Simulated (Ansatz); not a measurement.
Runs of Ansatz 0.2.0 on LiH. The structure is cubic, space group Fm-3m (No. 225). Conventional cell: a = 4.074 Å, b = 4.074 Å, c = 4.074 Å, α = 90.00°, β = 90.00°, γ = 90.00°. Around Li (site symmetry m-3m) lie 6 H at 2.04 Å. H (site symmetry m-3m) is surrounded by 6 Li at 2.04 Å. 

```csv
task,level,potentials or basis,k mesh,cutoff (eV),basis error allowed,gap on the mesh (eV),pressure (GPa)
single point,PBE,"all-electron LAPW, scalar-relativistic",11 × 11 × 11,176,0.001 eV/atom,3.20,-1.7
band structure,PBEsol,"all-electron LAPW, scalar-relativistic",11 × 11 × 11,175,0.001 eV/atom,2.98,-2.3
band structure,LDA,"all-electron LAPW, scalar-relativistic",11 × 11 × 11,174,0.001 eV/atom,(a),-4.1
single point,PBE,all-electron PAW datasets made for the crystal,8 × 8 × 8,200,-,(b),-1.7
single point,PBE0,all-electron PAW datasets made for the crystal,8 × 8 × 8,220,-,4.69,-
```

Alike in all rows: no spin polarisation; cell as given; smearing fermi-dirac 0.05 eV.

Q: Estimate the missing entries.

A: (a) 2.85; (b) 3.02.

Caveats: the mesh misses the band edges, which the band path finds closer together (some runs); an odd mesh through Γ misses points on the zone boundary, where band edges often lie (some runs); the program warned that the printed levels may be off, so bands, gaps and densities of states are rough (some runs).

Not every run made on this cell is shown here.
